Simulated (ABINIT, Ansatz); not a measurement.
# ZnSe (Stilleite): zone-centre phonons

Aim: the zone-centre modes of ZnSe (Stilleite).

Method: DFT LDA, scalar-relativistic, plane waves, PseudoDojo norm-conserving pseudopotentials, in ABINIT 10.8.3.

**Measured values to reproduce.**

“Phonon-based partition of (ZnSe-like) semiconductor mixed crystals on approach to their pressure-induced structural transition” (2020, arxiv:2008.07187) quotes from earlier work for ZnSe, zincblende (pure ZnSe, earlier work): Raman mode (TO) about 207 cm⁻¹ [Literature Raman frequency quoted as a normalising parameter in the cross-section model].

## (1) Starting point

Symmetry: F-43m, No. 216, cubic system. Conventional cell: a = 5.567 Å, b = 5.567 Å, c = 5.567 Å, α = 90.00°, β = 90.00°, γ = 90.00°. Nearest to Zn lie 4 Se at 2.41 Å. Nearest to Se lie 4 Zn at 2.41 Å. Farther neighbours and most contacts between anions are not listed.

## (2) Relaxing the cell and atoms

The harmonic expansion needs vanishing forces, and a free crystal bears no stress, so cell and atoms are brought to rest. Stress is more sensitive to the basis than forces are: the last 3 Ha under the cutoff are smoothed with ecutsm, and the cutoff is raised above that of the later runs.

The starting cell comes from a relaxation made beforehand in Ansatz (LDA, PseudoDojo NC).

relax.abi reads:

```
# relaxation
ionmov 2
optcell 2
dilatmx 1.08
ntime 40
tolmxf 1.0d-05
tolvrs 1.0d-14
prtwf 0
prtden 0
chksymtnons 0

# basis, mesh and filling
ecut 48.0
ecutsm 3.0
ngkpt 8 8 8
nshiftk 1
shiftk 0.0 0.0 0.0
istwfk *1
occopt 1
nband 18
nstep 100
diemac 9.0
prtebands 0
prtgsr 0
useylm 1

# cell and atoms
acell 3*1.0 Angstrom
rprim 
    0.0 2.783405111 2.783405111
    2.783405111 0.0 2.783405111
    2.783405111 2.783405111 0.0
ntypat 2
znucl 30 34
natom 2
typat 1 2
xred 
    0.0 0.0 0.0
    0.25 0.25 0.25
pp_dirpath "./pseudo"
pseudos "Zn.upf, Se.upf"
```

Run with:

```bash
> OMP_NUM_THREADS=1 mpirun -n 4 abinit relax.abi > relax.log
```

Numbers of over 12 decimals in the logs are rounded to 6 here.

relax.abo, the main output file:

```text
[banners, grids, parts of the stress and lines that vanish by symmetry left out]
- input  file    -> relax.abi
- output file    -> relax.abo
- root for input  files -> relaxi
[...]
Symmetries : space group F-4 3 m (#216); Bravais cF (face-center cubic)
[...]
mpw =        5855          nfft =      157464          nkpt =          29
[...]
== DATASET  1 ==================================================================
[...]
cutoff_energies: {ecut:  48.0, pawecutdg:  -1.0, }
[...]
ETOT  1  -318.24485086776    -3.182E+02 1.643E+00 6.700E+04
 ETOT  2  -319.55837360626    -1.314E+00 1.493E+00 1.388E+05
 ETOT  3  -328.65061371365    -9.092E+00 1.308E+00 1.952E+04
 ETOT  4  -329.51535757771    -8.647E-01 3.974E-02 9.646E+03
 ETOT  5  -329.81346595913    -2.981E-01 2.643E-03 4.916E+03
[...]
At SCF step   22       vres2   =  1.20E-15 < tolvrs=  1.00E-14 =>converged.
[...]
sigma(1 1)=  2.57086474E-07  sigma(3 2)=  0.00000000E+00
  sigma(2 2)=  2.57086474E-07  sigma(3 1)=  0.00000000E+00
  sigma(3 3)=  2.57086474E-07  sigma(2 1)=  0.00000000E+00
[...]
convergence: {deltae:  2.035E-11, res2:  1.204E-15, residm:  5.414E-14, diffor: null, }
etotal    :  -3.30152451E+02
[...]
ETOT  1  -330.15245140951    -3.302E+02 1.162E-10 1.152E-03
[...]
At SCF step   10       vres2   =  9.51E-15 < tolvrs=  1.00E-14 =>converged.
[...]
sigma(1 1)=  2.00700689E-07  sigma(3 2)=  0.00000000E+00
  sigma(2 2)=  2.00700689E-07  sigma(3 1)=  0.00000000E+00
  sigma(3 3)=  2.00700689E-07  sigma(2 1)=  0.00000000E+00
[...]
convergence: {deltae:  1.415E-11, res2:  9.506E-15, residm:  4.760E-18, diffor: null, }
etotal    :  -3.30152451E+02
[...]
ETOT  1  -330.15245046447    -3.302E+02 5.732E-09 1.459E-02
[...]
ETOT 10  -330.15245149285     3.183E-12 2.148E-17 1.829E-13
 ETOT 11  -330.15245149287    -2.171E-11 1.076E-18 7.178E-15
 At SCF step   11       vres2   =  7.18E-15 < tolvrs=  1.00E-14 =>converged.
[...]
sigma(1 1)= -2.37327227E-10  sigma(3 2)=  0.00000000E+00
  sigma(2 2)= -2.37327224E-10  sigma(3 1)=  0.00000000E+00
  sigma(3 3)= -2.37327220E-10  sigma(2 1)=  0.00000000E+00
[...]
convergence: {deltae: -2.171E-11, res2:  7.178E-15, residm:  1.076E-18, diffor: null, }
etotal    :  -3.30152451E+02
[...]
At Broyd/MD step   3, gradients are converged :
[...]
sigma(1 1)= -2.37327227E-10  sigma(3 2)=  0.00000000E+00
  sigma(2 2)= -2.37327224E-10  sigma(3 1)=  0.00000000E+00
  sigma(3 3)= -2.37327220E-10  sigma(2 1)=  0.00000000E+00
[...]
- sigma(1 1)= -6.98240809E-06  sigma(3 2)=  0.00000000E+00
- sigma(2 2)= -6.98240799E-06  sigma(3 1)=  0.00000000E+00
- sigma(3 3)= -6.98240789E-06  sigma(2 1)=  0.00000000E+00
[...]
fcart     -9.9988293835E-32  2.9996488151E-31 -4.9994146918E-31
           strten     -2.3732722731E-10 -2.3732722385E-10 -2.3732722038E-10
================================================================================

[key lines of the parts left out:]
pressure_GPa:   6.9824E-06
Total energy (etotal) [Ha]= -3.30152451492870E+02
```

Wall time 2.4 min (4 MPI ranks of Arm Neoverse V1, shared host).

Little changed from the start: no atom moved by 0.005 Å and no cell edge by 0.1 %.

This step gave:

```yaml
volume_per_atom: 21.56 Å³
pressure: 6.98e-6 GPa
```

## (3) Ground state

First-order wavefunctions inherit every error of the ground state, hence the very tight tolvrs. The mesh is shifted off Γ, since shifted meshes converge sums over the zone faster.

gs.abi reads:

```
# ground state
tolvrs 1.0d-16
prtden 1
prtwf 1

# basis, mesh and filling
ecut 39.0
ngkpt 6 6 6
nshiftk 4
shiftk 
    0.5 0.5 0.5
    0.5 0.0 0.0
    0.0 0.5 0.0
    0.0 0.0 0.5
istwfk *1
occopt 1
nband 18
nstep 100
diemac 9.0
prtebands 0
prtgsr 0
useylm 1

# cell and atoms
acell 3*1.0 Angstrom
rprim 
    0.0 2.783307243 2.783307243
    2.783307243 0.0 2.783307243
    2.783307243 2.783307243 0.0
ntypat 2
znucl 30 34
natom 2
typat 1 2
xred 
    0.0 0.0 0.0
    0.25 0.25 0.25
pp_dirpath "./pseudo"
pseudos "Zn.upf, Se.upf"
```

Run with:

```bash
> OMP_NUM_THREADS=1 mpirun -n 4 abinit gs.abi > gs.log
```

gs.abo, the main output file:

```text
[banners, grids, parts of the stress and lines that vanish by symmetry left out]
- input  file    -> gs.abi
- output file    -> gs.abo
- root for input  files -> gsi
[...]
Symmetries : space group F-4 3 m (#216); Bravais cF (face-center cubic)
[...]
mpw =        3410          nfft =       91125          nkpt =          28
[...]
== DATASET  1 ==================================================================
[...]
cutoff_energies: {ecut:  39.0, pawecutdg:  -1.0, }
[...]
ETOT  1  -317.95836626986    -3.180E+02 2.270E+00 4.025E+04
 ETOT  2  -319.37488590703    -1.417E+00 1.297E+00 8.263E+04
 ETOT  3  -328.63102948419    -9.256E+00 1.071E+00 1.188E+04
 ETOT  4  -329.52051211371    -8.895E-01 7.027E-02 5.579E+03
 ETOT  5  -329.81343094088    -2.929E-01 1.908E-02 2.860E+03
[...]
ETOT 23  -330.15228902737    -2.206E-11 1.315E-17 7.254E-14
 ETOT 24  -330.15228902735     2.262E-11 1.133E-17 1.256E-17
 At SCF step   24       vres2   =  1.26E-17 < tolvrs=  1.00E-16 =>converged.
[...]
sigma(1 1)=  1.68526539E-05  sigma(3 2)=  0.00000000E+00
  sigma(2 2)=  1.68526539E-05  sigma(3 1)=  0.00000000E+00
  sigma(3 3)=  1.68526539E-05  sigma(2 1)=  0.00000000E+00
[...]
convergence: {deltae:  2.262E-11, res2:  1.256E-17, residm:  1.133E-17, diffor: null, }
etotal    :  -3.30152289E+02
[...]
sigma(1 1)=  1.68526539E-05  sigma(3 2)=  0.00000000E+00
  sigma(2 2)=  1.68526539E-05  sigma(3 1)=  0.00000000E+00
  sigma(3 3)=  1.68526539E-05  sigma(2 1)=  0.00000000E+00
[...]
- sigma(1 1)=  4.95822195E-01  sigma(3 2)=  0.00000000E+00
- sigma(2 2)=  4.95822195E-01  sigma(3 1)=  0.00000000E+00
- sigma(3 3)=  4.95822195E-01  sigma(2 1)=  0.00000000E+00
[...]
fcart     -9.9988293754E-32  9.9988293754E-32 -9.9988293754E-32
           strten      1.6852653871E-05  1.6852653871E-05  1.6852653871E-05
================================================================================

[key lines of the parts left out:]
pressure_GPa:  -4.9582E-01
```

Elapsed: 45 s, on 4 MPI ranks; 2.9 min of CPU time.

This step gave:

| Item | Value |
| --- | --- |
| pressure | -0.4958 GPa |

The cell stands at -0.50 GPa: the relaxation ran with a smoothed and higher cutoff and on another k mesh.

## (4) Empty bands

Empty bands on the ground state's density check that the gap assumed so far is there in this cell.

gap.abi reads:

```
# empty bands on the ground state's density
iscf -2
getden_filepath "gso_DEN"
tolwfr 1.0d-12
nbdbuf 2
prtwf 0

# basis, mesh and filling
ecut 39.0
ngkpt 8 8 8
nshiftk 1
shiftk 0.0 0.0 0.0
istwfk *1
occopt 1
nband 22
nstep 100
diemac 9.0
prtebands 0
prtgsr 0
useylm 1

# cell and atoms
acell 3*1.0 Angstrom
rprim 
    0.0 2.783307243 2.783307243
    2.783307243 0.0 2.783307243
    2.783307243 2.783307243 0.0
ntypat 2
znucl 30 34
natom 2
typat 1 2
xred 
    0.0 0.0 0.0
    0.25 0.25 0.25
pp_dirpath "./pseudo"
pseudos "Zn.upf, Se.upf"
```

Run with:

```bash
> OMP_NUM_THREADS=1 mpirun -n 4 abinit gap.abi > gap.log
```

gap.abo, the main output file:

```text
[banners, grids, parts of the stress and lines that vanish by symmetry left out]
- input  file    -> gap.abi
- output file    -> gap.abo
- root for input  files -> gapi
[...]
Symmetries : space group F-4 3 m (#216); Bravais cF (face-center cubic)
[...]
mpw =        3407          nfft =       91125          nkpt =          29
[...]
== DATASET  1 ==================================================================
[...]
cutoff_energies: {ecut:  39.0, pawecutdg:  -1.0, }
[...]
-outvars: echo values of variables after computation
            acell      1.8897261259E+00  1.8897261259E+00  1.8897261259E+00 Bohr
================================================================================
```

Elapsed: 19 s, on 4 MPI ranks; 75 s of CPU time.

Read from the output:

| Quantity | Value |
| --- | --- |
| gap on the k-mesh | 1.250 eV |

In this cell the gap on the mesh is 1.3 eV, direct, so fixed occupations hold.

## (5) Zone-centre response

The derivative of the wavefunctions by k comes first, since the response to a field is built on it; then the field and the displacements that symmetry doesn't supply are solved at q = 0.

It reads the wavefunctions written in step 3.

dfpt_gamma.abi reads:

```
ndtset 2

# common to the responses
getwfk_filepath "gso_WFK"
kptopt 2
nqpt 1
qpt 0.0 0.0 0.0
asr 0
chneut 0

# d/dk
rfelfd1 2
rfdir1 1 1 1
iscf1 -3
tolwfr1 1.0d-20

# displacements, field
rfphon2 1
rfatpol2 1 2
rfdir2 1 1 1
rfelfd2 3
getddk2 1
tolvrs2 1.0d-10
prtwf2 0

# basis, mesh and filling
ecut 39.0
ngkpt 6 6 6
nshiftk 4
shiftk 
    0.5 0.5 0.5
    0.5 0.0 0.0
    0.0 0.5 0.0
    0.0 0.0 0.5
istwfk *1
occopt 1
nband 18
nstep 100
diemac 9.0
prtebands 0
prtgsr 0
useylm 1

# cell and atoms
acell 3*1.0 Angstrom
rprim 
    0.0 2.783307243 2.783307243
    2.783307243 0.0 2.783307243
    2.783307243 2.783307243 0.0
ntypat 2
znucl 30 34
natom 2
typat 1 2
xred 
    0.0 0.0 0.0
    0.25 0.25 0.25
pp_dirpath "./pseudo"
pseudos "Zn.upf, Se.upf"
```

Run with:

```bash
> OMP_NUM_THREADS=1 mpirun -n 4 abinit dfpt_gamma.abi > dfpt_gamma.log
```

dfpt_gamma.abo, the main output file:

```text
[banners, grids, parts of the stress and lines that vanish by symmetry left out]
- input  file    -> dfpt_gamma.abi
- output file    -> dfpt_gamma.abo
- root for input  files -> dfpt_gammai
[...]
DATASET    1 : space group F-4 3 m (#216); Bravais cF (face-center cubic)
[...]
nfft =       91125          nkpt =         432
[...]
DATASET    2 : space group F-4 3 m (#216); Bravais cF (face-center cubic)
[...]
nfft =       91125          nkpt =         432
[...]
== DATASET  1 ==================================================================
[...]
cutoff_energies: {ecut:  39.0, pawecutdg:  -1.0, }
[...]
- 34.00000  16.00000  180309                  znucl, zion, pspdat
[...]
Perturbation : derivative vs k along direction   1
[...]
-ETOT  1  -70.245338749377     -7.025E+01 8.831E-01 0.000E+00
 ETOT  2  -70.468743231726     -2.234E-01 1.423E-01 0.000E+00
 ETOT  3  -70.475403786215     -6.661E-03 2.350E-02 0.000E+00
 ETOT  4  -70.475862769921     -4.590E-04 3.099E-03 0.000E+00
 ETOT  5  -70.475909714052     -4.694E-05 4.356E-04 0.000E+00
[...]
At SCF step   27   max residual=  1.00E-20 < tolwfr=  1.00E-20 =>converged.
[...]
Perturbation : derivative vs k along direction   2
[...]
-ETOT  1  -70.245338748846     -7.025E+01 8.831E-01 0.000E+00
[...]
At SCF step   27   max residual=  1.00E-20 < tolwfr=  1.00E-20 =>converged.
[...]
Perturbation : derivative vs k along direction   3
[...]
-ETOT  1  -70.245338748317     -7.025E+01 8.831E-01 0.000E+00
[...]
At SCF step   27   max residual=  1.00E-20 < tolwfr=  1.00E-20 =>converged.
[...]
1        1       0.9140918662   -0.0000000000
     1        2       0.4570459331   -0.0000000000
     1        3       0.4570459331   -0.0000000000
     2        1       0.4570459331   -0.0000000000
     2        2       0.9140918662    0.0000000000
     2        3       0.4570459331    0.0000000000
     3        1       0.4570459331   -0.0000000000
     3        2       0.4570459331    0.0000000000
     3        3       0.9140918662    0.0000000000
[...]
== DATASET  2 ==================================================================
[...]
cutoff_energies: {ecut:  39.0, pawecutdg:  -1.0, }
[...]
Perturbation : displacement of atom   1   along direction   1
[...]
-ETOT  1   34.710794282373     -2.889E+04 2.530E+01 6.541E+03
[...]
At SCF step   14       vres2   =  1.81E-11 < tolvrs=  1.00E-10 =>converged.
[...]
Perturbation : displacement of atom   2   along direction   1
[...]
-ETOT  1   12.800191448322     -5.290E+04 7.073E+01 4.083E+02
[...]
At SCF step   13       vres2   =  5.19E-12 < tolvrs=  1.00E-10 =>converged.
[...]
Perturbation : homogeneous electric field along direction   1
[...]
-ETOT  1  -151.47564569436     -1.515E+02 4.576E+01 4.634E+04
[...]
ETOT 14  -161.47654210821     -5.832E-11 4.613E-10 1.587E-10
 ETOT 15  -161.47654210823     -1.063E-11 1.012E-10 1.726E-11
 At SCF step   15       vres2   =  1.73E-11 < tolvrs=  1.00E-10 =>converged.
[...]
Dielectric tensor, in cartesian coordinates,
[...]
1    4   1    4         7.5149079114        -0.0000000000
   1    4   2    4         0.0000000000        -0.0000000000
   1    4   3    4         0.0000000000        -0.0000000000
   2    4   1    4        -0.0000000000        -0.0000000000
   2    4   2    4         7.5149079114        -0.0000000000
   2    4   3    4         0.0000000000        -0.0000000000
   3    4   1    4        -0.0000000000        -0.0000000000
   3    4   2    4         0.0000000000        -0.0000000000
   3    4   3    4         7.5149079114        -0.0000000000
  Effective charges, in cartesian coordinates,
[...]
1    1   1    4         1.9680509131         0.0000000000
   2    1   1    4        -0.0000000000         0.0000000000
   3    1   1    4         0.0000000000         0.0000000000
   1    2   1    4        -1.9678328782         0.0000000000
   2    2   1    4         0.0000000000         0.0000000000
[...]
Effective charges, in cartesian coordinates,
[...]
2    4   1    2         0.0000000000         0.0000000000
   3    4   1    2         0.0000000000         0.0000000000
   1    4   2    2        -0.0000000000         0.0000000000
   2    4   2    2        -1.9678331559         0.0000000000
   3    4   2    2        -0.0000000000         0.0000000000
   1    4   3    2         0.0000000000         0.0000000000
   2    4   3    2         0.0000000000         0.0000000000
   3    4   3    2        -1.9678331559         0.0000000000
  Phonon wavevector (reduced coordinates) :  0.00000  0.00000  0.00000
 Phonon energies in Hartree :
[...]
Phonon frequencies in cm-1    :
-  3.226444E+00  3.226444E+00  3.226444E+00  2.187094E+02  2.187094E+02
-  2.187094E+02
  Phonon at Gamma, with non-analyticity in the
[...]
Phonon energies in Hartree :
[...]
Phonon frequencies in cm-1    :
-  3.226444E+00  3.226444E+00  3.226506E+00  2.187094E+02  2.187094E+02
-  2.535235E+02
  Phonon at Gamma, with non-analyticity in the
[...]
Phonon energies in Hartree :
[...]
Phonon frequencies in cm-1    :
-  3.226444E+00  3.226444E+00  3.226506E+00  2.187094E+02  2.187094E+02
-  2.535235E+02
  Phonon at Gamma, with non-analyticity in the
[...]
Phonon energies in Hartree :
[...]
Phonon frequencies in cm-1    :
-  3.226444E+00  3.226444E+00  3.226506E+00  2.187094E+02  2.187094E+02
-  2.535235E+02
[...]
fcart2     0.0000000000E+00  0.0000000000E+00  0.0000000000E+00
           strten2     0.0000000000E+00  0.0000000000E+00  0.0000000000E+00
================================================================================
```

It took 40 min on 4 MPI ranks; 2.6 h of CPU time.

Numbers from this step:

```yaml
miss_of_the_charge_sum_rule: 2.18e-4 e
largest_acoustic_frequency_at_the_zone_centre_before_the_sum_rule: 3.23 cm⁻¹
highest_optical_zone_centre_mode_no_lo_to_term: 218.7 cm⁻¹
lowest_optical_zone_centre_mode: 218.7 cm⁻¹
mean_high_frequency_dielectric_constant: 7.515
largest_born_charge_in_size_third_of_the_trace: 1.968 e
```

Born charge (rows field, columns displacement), before the sum rule (e), principal values of the symmetric part by kind of site:

| atom | atoms with these values | low | middle | high | mean |
| --- | --- | --- | --- | --- | --- |
| Zn1 | 1 | 1.97 | 1.97 | 1.97 | 1.97 |
| Se2 | 1 | -1.97 | -1.97 | -1.97 | -1.97 |

In full for Se2:

```
-1.97  0.00  0.00
 0.00 -1.97  0.00
 0.00  0.00 -1.97
```

High-frequency dielectric tensor:

```
7.51 0.00 0.00
0.00 7.51 0.00
0.00 0.00 7.51
```

The acoustic modes at Γ come out as far as 3.2 cm⁻¹ from zero, where they should vanish, a small numerical error; the Born charges miss their sum rule by 2.2e-4 e, which is good.

(Continued in part 2 of 2.)

[Host names and launcher messages were left out of these logs when they were recorded.]

[Logs are printed without paths, hosts, clocks, repeated set-up lines and the standing remarks that a program may print on its own settings, such as how far it seeks lower states.]

[Hosts, paths, dates, database ids (printed as entryN), source tags and the programs' standing remarks are cut or masked in the printed files.]
